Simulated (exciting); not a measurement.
# HgTe (I-4m2) in exciting: single point with PBEsol

Aim: the single point of HgTe with PBEsol.

Program: exciting (release sodium). These are calculated values, not measurements. Logs are shortened: lines on timing, memory, paths and dates and some standing lists are left out, and cuts for length are marked.

## Step 1: Starting point

Symmetry: I-4m2, No. 119, tetragonal system. The conventional cell has a = 6.091 Å, b = 6.091 Å, c = 3.119 Å, α = 90.00°, β = 90.00°, γ = 90.00°. Around Hg (site symmetry -4m2) lie 2 Hg at 3.12 Å and 4 Te at 3.14 Å. Te (site symmetry -4m2) has 2 Te at 3.12 Å and 4 Hg at 3.14 Å as nearest neighbours.

Measurements of this composition are mostly on another form, of space group No. 216.

## Step 2: Single point, PBEsol

The input, input.xml:

```xml
<input>
  <title>HgTe</title>
  <structure speciespath="./" tshift="false">
    <crystal scale="1">
      <basevect>-5.755355554339 5.755355554339 2.946857816003</basevect>
      <basevect>5.755355554339 -5.755355554339 2.946857816003</basevect>
      <basevect>5.755355554339 5.755355554339 -2.946857816003</basevect>
    </crystal>
    <species speciesfile="Hg.xml" rmt="2.3">
      <atom coord="0.750000000000 0.250000000000 0.500000000000"/>
    </species>
    <species speciesfile="Te.xml" rmt="2.3">
      <atom coord="0.000000000000 0.000000000000 0.000000000000"/>
    </species>
  </structure>
  <groundstate do="fromscratch" ngridk="6 6 6" rgkmax="8" gmaxvr="14" lmaxapw="10" lmaxmat="10" lmaxvr="8" xctype="GGA_PBE_SOL" stype="Gaussian" swidth="0.00099223" nempty="10" ValenceRelativity="iora*" epsengy="1e-05" epspot="1e-05" maxscl="60" tforce="true" outputlevel="normal"/>
</input>
```

Potentials or basis: all-electron LAPW+lo, shipped species files, valence relativity iora*.

The run is started by

```bash
> OMP_NUM_THREADS=1 exciting_smp
```

INFO.OUT:

```text
================================================================================
EXCITING SODIUM started
[... 10 lines left out ...]

 Lattice vectors (cartesian) :
     -5.7553555543      5.7553555543      2.9468578160
      5.7553555543     -5.7553555543      2.9468578160
      5.7553555543      5.7553555543     -2.9468578160

 Reciprocal lattice vectors (cartesian) :
      0.0000000000      0.5458555295      1.0660821966
      0.5458555295      0.0000000000      1.0660821966
      0.5458555295      0.5458555295     -0.0000000000

 Unit cell volume                           :     390.4482588825
 Brillouin zone volume                      :       0.6352959907

 Species :    1 (Hg)
     parameters loaded from                 :    Hg.xml
     name                                   :    mercury
     nuclear charge                         :     -80.00000000
     electronic charge                      :      80.00000000
     atomic mass                            :  365653.20120000
     muffin-tin radius                      :       2.30000000
     # of radial points in muffin-tin       :     450

     atomic positions (lattice) :
       1 :   0.75000000  0.25000000  0.50000000

 Species :    2 (Te)
     parameters loaded from                 :    Te.xml
     name                                   :    tellurium
     nuclear charge                         :     -52.00000000
     electronic charge                      :      52.00000000
     atomic mass                            :  232600.57070000
     muffin-tin radius                      :       2.30000000
     # of radial points in muffin-tin       :     400

     atomic positions (lattice) :
       1 :   0.00000000  0.00000000  0.00000000

 Total number of atoms per unit cell        :       2

 Spin treatment                             :    spin-unpolarised

 Number of Bravais lattice symmetries       :      16
 Number of crystal symmetries               :       8

 k-point grid                               :       6    6    6
 Total number of k-points                   :      41
 k-point set is reduced with crystal symmetries

 R^MT_min * |G+k|_max (rgkmax)              :       8.00000000
 Species with R^MT_min                      :       1 (Hg)
 Maximum |G+k| for APW functions            :       3.47826087
 Maximum |G| for potential and density      :      14.00000000

 G-vector grid sizes                        :      40    40    40
 Total number of G-vectors                  :   18093

 Maximum angular momentum used for
     APW functions                          :      10
     computing H and O matrix elements      :      10
     potential and density                  :       8
     inner part of muffin-tin               :       2

 Total nuclear charge                       :    -132.00000000
 Total electronic charge                    :     132.00000000
 Total core charge                          :      98.00000000
 Total valence charge                       :      34.00000000

 Number of empty states                     :      10
 Total number of valence states             :      28

 Maximum Hamiltonian size                   :     314
 Maximum number of plane-waves              :     288
 Total number of local-orbitals             :      26

 Exchange-correlation type                  :      22
     PBEsol, Phys. Rev. Lett. 100, 136406 (2008)
     Generalised gradient approximation (GGA)

 Smearing scheme                            :    Gaussian
 Smearing width                             :       0.00099223

 Using multisecant Broyden potential mixing
[... 16 lines left out ...]
+ SCF iteration number :    1                                                  +
++++++++++++++++++++++++++++++++++++++++++++++++++++++++++++++++++++++++++++++++
 Total energy                               :    -26435.89389801
 _______________________________________________________________
 Fermi energy                               :         0.24177864
 Kinetic energy                             :     29875.65299005
 Coulomb energy                             :    -55770.22591026
 Exchange energy                            :      -532.63749045
 Correlation energy                         :        -8.68348735

 DOS at Fermi energy (states/Ha/cell)       :        82.37163825

 Electron charges :
     core                                   :        98.00000000
     core leakage                           :         0.00336244
     valence                                :        34.00000000
     interstitial                           :         5.58005675
     charge in muffin-tin spheres :
                  atom     1    Hg          :        77.45926161
                  atom     2    Te          :        48.96068164
     total charge in muffin-tins            :       126.41994325
     total charge                           :       132.00000000

++++++++++++++++++++++++++++++++++++++++++++++++++++++++++++++++++++++++++++++++
+ SCF iteration number :    2                                                  +
++++++++++++++++++++++++++++++++++++++++++++++++++++++++++++++++++++++++++++++++
 Total energy                               :    -26445.48737734
 _______________________________________________________________
 Fermi energy                               :         0.23835310
 Kinetic energy                             :     29869.14001897
 Coulomb energy                             :    -55773.16760580
 Exchange energy                            :      -532.77432525
 Correlation energy                         :        -8.68546526

 DOS at Fermi energy (states/Ha/cell)       :        47.68535608

 Electron charges :
     core                                   :        98.00000000
     core leakage                           :         0.00332861
     valence                                :        34.00000000
     interstitial                           :         5.52587959
     charge in muffin-tin spheres :
                  atom     1    Hg          :        77.57545462
                  atom     2    Te          :        48.89866579
     total charge in muffin-tins            :       126.47412041
     total charge                           :       132.00000000
[... 383 lines left out ...]
++++++++++++++++++++++++++++++++++++++++++++++++++++++++++++++++++++++++++++++++
+ SCF iteration number :   16                                                  +
++++++++++++++++++++++++++++++++++++++++++++++++++++++++++++++++++++++++++++++++
 Total energy                               :    -26450.46593189
 _______________________________________________________________
 Fermi energy                               :         0.22175889
 Kinetic energy                             :     29864.93875082
 Coulomb energy                             :    -55773.89120782
 Exchange energy                            :      -532.82740354
 Correlation energy                         :        -8.68607134

 DOS at Fermi energy (states/Ha/cell)       :        45.47287580

 Electron charges :
     core                                   :        98.00000000
     core leakage                           :         0.00329731
     valence                                :        34.00000000
     interstitial                           :         5.48659888
     charge in muffin-tin spheres :
                  atom     1    Hg          :        77.59546089
                  atom     2    Te          :        48.91794024
     total charge in muffin-tins            :       126.51340112
     total charge                           :       132.00000000

 RMS change in effective potential (target) :  0.618299E-09  ( 0.100000E-04)
 Absolute change in total energy   (target) :  0.628235E-06  ( 0.100000E-04)
 Charge distance                   (target) :  0.209316E-09  ( 0.100000E-04)
 Abs. change in max-nonIBS-force   (target) :   0.00000      ( 0.500000E-04)

++++++++++++++++++++++++++++++++++++++++++++++++++++++++++++++++++++++++++++++++
| Convergency criteria checked for the last 2 iterations                       +
| Convergence targets achieved. Performing final SCF iteration                 +
++++++++++++++++++++++++++++++++++++++++++++++++++++++++++++++++++++++++++++++++
 Total energy                               :    -26450.46593188
 _______________________________________________________________
 Fermi energy                               :         0.22175889
 Kinetic energy                             :     29864.93875080
 Coulomb energy                             :    -55773.89120781
 Exchange energy                            :      -532.82740354
 Correlation energy                         :        -8.68607134

 DOS at Fermi energy (states/Ha/cell)       :        45.47288047

 Electron charges :
     core                                   :        98.00000000
     core leakage                           :         0.00329731
     valence                                :        34.00000000
     interstitial                           :         5.48659888
     charge in muffin-tin spheres :
                  atom     1    Hg          :        77.59546089
                  atom     2    Te          :        48.91794023
     total charge in muffin-tins            :       126.51340112
     total charge                           :       132.00000000

++++++++++++++++++++++++++++++++++++++++++++++++++++++++++++++++++++++++++++++++
+ Self-consistent loop stopped                                                 +
++++++++++++++++++++++++++++++++++++++++++++++++++++++++++++++++++++++++++++++++
 STATE.OUT is written

--------------------------------------------------------------------------------
- Writing atomic positions and forces                                          -
--------------------------------------------------------------------------------

 Atomic positions (lattice) :
 atom     1  Hg  :     0.75000000    0.25000000    0.50000000
 atom     2  Te  :     0.00000000    0.00000000    0.00000000

 Total atomic forces including IBS (cartesian) :
 atom     1  Hg  :     0.00000000   -0.00000000    0.00000000
 atom     2  Te  :     0.00000000    0.00000000    0.00000000

 Atomic force components including IBS (cartesian) :
 atom     1  Hg  :     0.00000000    0.00000000   -0.00000000   HF force
                 :     0.00000000    0.00000000    0.00000000   core correction
                 :    -0.00000000    0.00000000   -0.00000000   IBS correction
 atom     2  Te  :    -0.00000000    0.00000000    0.00000000   HF force
                 :    -0.00000000    0.00000000   -0.00000000   core correction
                 :     0.00000000    0.00000000    0.00000000   IBS correction

********************************************************************************
* Groundstate module stopped                                                   *
********************************************************************************

================================================================================
| EXCITING SODIUM stopped                                                      =
================================================================================
```

Wall time 1.8 min (1 thread of AMD EPYC 7R43 (Zen 3), shared host); peak memory 0.15 GiB.

Results:

* Free energy: -719753.8455 eV
* Band gap on the k mesh: none (metal or under the smearing width)
* All electrons inside the program's atomic spheres: Hg 77.60; Te 48.92 (radii Hg 2.3, Te 2.3 bohr)

Caveat: the k mesh is coarse (spacing up to 0.38 Å⁻¹), so the values aren't converged; rgkmax is low for these elements, so energy differences scatter by about 1 meV per atom.
